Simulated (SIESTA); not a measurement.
The system is CuO (Tenorite).

```
Cu O
1.0
     2.34185   -1.71130    0.00000
     2.34185    1.71130    0.00000
    -0.85003    0.00000    5.05787
Cu O
2 2
Direct
  0.50000 0.00000 0.50000
  0.00000 0.50000 0.00000
  0.41840 0.58160 0.75000
  0.58160 0.41840 0.25000
```

Base run:

- Program: SIESTA 5.4.2
- Functional: BLYP
- Potentials or basis: PseudoDojo 0.4 standard (PBE files)
- Basis: DZP (energy shift 0.003 Ry; two zetas on semicore shells)
- Grid cutoff: 800 Ry
- Energy shift: 0.003 Ry
- k mesh: 10 × 10 × 5
- Occupations: fermi-dirac, width 0.05 eV
- Spin: no spin polarisation

Its results: band gap on the k mesh none (metal or under the smearing width); pressure 13.6 GPa; largest force 0.076 eV/Å.

After a change of settings the same cell gave: band gap on the k mesh none (metal or under the smearing width); pressure 12.5 GPa; largest force 0.007 eV/Å. Which change was it?
A. functional from BLYP to RPBE
B. functional from BLYP to WC; potentials or basis from PseudoDojo 0.4 standard (PBE files) to PseudoDojo 0.4 standard (PBEsol files)
C. functional from BLYP to PBE; basis from DZP (energy shift 0.003 Ry; two zetas on semicore shells) to DZ (energy shift 0.003 Ry; two zetas on semicore shells)
D. functional from BLYP to AM05; potentials or basis from PseudoDojo 0.4 standard (PBE files) to PseudoDojo 0.4 standard (PBEsol files)

A.

Caveats: short orbitals over semicore shells can move pressures by several GPa; the potentials were made for another functional, which shifts forces and pressure; the basis of atomic orbitals isn't converged, which shifts pressures, moduli and gaps; the run has no spin polarisation, though such a crystal can be magnetic; semilocal functionals often make such compounds metallic where correlation or magnetic order opens a gap, which also shifts bond lengths.
